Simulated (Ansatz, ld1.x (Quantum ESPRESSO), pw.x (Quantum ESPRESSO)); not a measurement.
## Cd: does the TM potential hold in the solid?

```
Element                 : Cd (Z = 48)
Generator               : ld1.x (Quantum ESPRESSO) 7.5
Type                    : norm-conserving Troullier–Martins (Kleinman–Bylander form)
Functional              : PBE
Relativity              : scalar-relativistic
Frozen core             : [Kr]
Valence charge          : 12
Reference configuration : 4d10 5s2 5p0
Partial waves           : 5s (bound): rc 1.70 bohr; 5p (bound, empty): rc 3.60 bohr; 4d (bound): rc 1.05 bohr
Local potential         : all-electron potential smoothed inside 2.60 bohr (lloc = -1)
Core correction         : none
```

Crystal test: fcc Cd in pw.x 7.5, no spin, 13³ k-points, Fermi–Dirac smearing 0.01 Ry, cutoffs 145/580 Ry. The reference is all-electron LAPW (Ansatz 0.2.0) with the same functional, mesh and smearing; V0 and B0 come from Birch–Murnaghan fits to the pressures at five volumes. Errors are pseudo minus all-electron; Δ is the rms difference of the E(V) curves that follow from these fits, minima aligned, over ±6 % about the mean V0. Mesh and smearing are coarse, so the numbers serve the comparison and aren't converged zero-temperature values; the lattice is a test structure that the element need not adopt.

```tsv
V (Å³/atom)	P all-electron (GPa)	P pseudo (GPa)
21.763	2.37	3.13
22.335	1.04	1.69
22.908	-0.07	0.49
23.481	-1.01	-0.53
24.053	-1.79	-1.38
```

All-electron: a0 = 4.506 Å (V0 = 22.87 Å³/atom), B0 = 41.2 GPa.

Pseudopotential: mean pressure error (GPa): +0.57; a0 (Å): 4.525; a0 error (%): +0.44; B0 error (%): +0.2; Δ (meV/atom): 2.8. The largest radius (3.60 bohr) exceeds half the bond length (3.01 bohr), so the spheres overlap, which is one possible source of error among others.

Problem. At the middle volume, how do free energy and pressure move when the wave cutoff is lowered (ecutrho kept at four times it)?

Solution.

```json
{"cutoff (Ry)": "65", "shift of F (meV/atom)": "+1771.3", "shift of P (GPa)": "-58.50"}
{"cutoff (Ry)": "87", "shift of F (meV/atom)": "+153.7", "shift of P (GPa)": "-7.10"}
{"cutoff (Ry)": "116", "shift of F (meV/atom)": "+4.5", "shift of P (GPa)": "-0.35"}
```

Input at the middle volume:

```
&control
  calculation='scf', prefix='x', pseudo_dir='./', outdir='./tmp', tstress=.true., disk_io='none'
/
&system
  ibrav=0, nat=1, ntyp=1, ecutwfc=145, ecutrho=580, nbnd=14,
  occupations='smearing', smearing='fd', degauss=0.01
/
&electrons
  conv_thr=1e-09, mixing_beta=0.4, electron_maxstep=70
/
ATOMIC_SPECIES
Cd 1.0 Cd.UPF
CELL_PARAMETERS angstrom
  0.00000000 2.25416512 2.25416512
  2.25416512 0.00000000 2.25416512
  2.25416512 2.25416512 0.00000000
ATOMIC_POSITIONS crystal
Cd 0.0000 0.0000 0.0000
K_POINTS automatic
13 13 13 0 0 0
```

```bash
pw.x < Cd.scf.in > Cd.scf.out
```

Lines of the output:

```
Message from routine setup:
     using ibrav=0 with symmetry is DISCOURAGED, use correct ibrav instead
     lattice parameter (alat)  =       6.0242  a.u.
     unit-cell volume          =     154.5908 (a.u.)^3
     number of electrons       =        12.00
     number of Kohn-Sham states=           14
     kinetic-energy cutoff     =     145.0000  Ry
     charge density cutoff     =     580.0000  Ry
     scf convergence threshold =      1.0E-09
     Exchange-correlation= PBE
     number of k points=    84  Fermi-Dirac smearing, width (Ry)=  0.0100
     iteration #  1     ecut=   145.00 Ry     beta= 0.40
     total energy              =     -92.74946666 Ry
     estimated scf accuracy    <       0.01298383 Ry
     iteration #  2     ecut=   145.00 Ry     beta= 0.40
     total energy              =     -92.75120248 Ry
     estimated scf accuracy    <       0.00109038 Ry
     iteration #  3     ecut=   145.00 Ry     beta= 0.40
     total energy              =     -92.75135430 Ry
     estimated scf accuracy    <       0.00024073 Ry
     iteration #  4     ecut=   145.00 Ry     beta= 0.40
     total energy              =     -92.75136445 Ry
     estimated scf accuracy    <       0.00000048 Ry
     iteration #  5     ecut=   145.00 Ry     beta= 0.40
     total energy              =     -92.75136465 Ry
     estimated scf accuracy    <       0.00000026 Ry
     iteration #  6     ecut=   145.00 Ry     beta= 0.40
     total energy              =     -92.75136469 Ry
     estimated scf accuracy    <       0.00000003 Ry
     iteration #  7     ecut=   145.00 Ry     beta= 0.40
     total energy              =     -92.75136469 Ry
     estimated scf accuracy    <          1.7E-09 Ry
     iteration #  8     ecut=   145.00 Ry     beta= 0.40
     the Fermi energy is    10.7309 ev
!    total energy              =     -92.75136469 Ry
     estimated scf accuracy    <          2.6E-10 Ry
     smearing contrib. (-TS)   =      -0.00166340 Ry
     The total energy is F=E-TS. E is the sum of the following terms:
     one-electron contribution =     -23.67127230 Ry
     hartree contribution      =      21.70842121 Ry
     xc contribution           =     -13.29176156 Ry
     ewald contribution        =     -77.49508864 Ry
     convergence has been achieved in   8 iterations
          total   stress  (Ry/bohr**3)                   (kbar)     P=        4.87
     Message from routine punch:
     Nothing written, as per user request (disk_io='none')
```

The run at the middle volume (84 k-points, 8 iterations) took about 72 s on one core of a shared host (Neoverse-V1, 32 threads, 247 GiB, load 22).
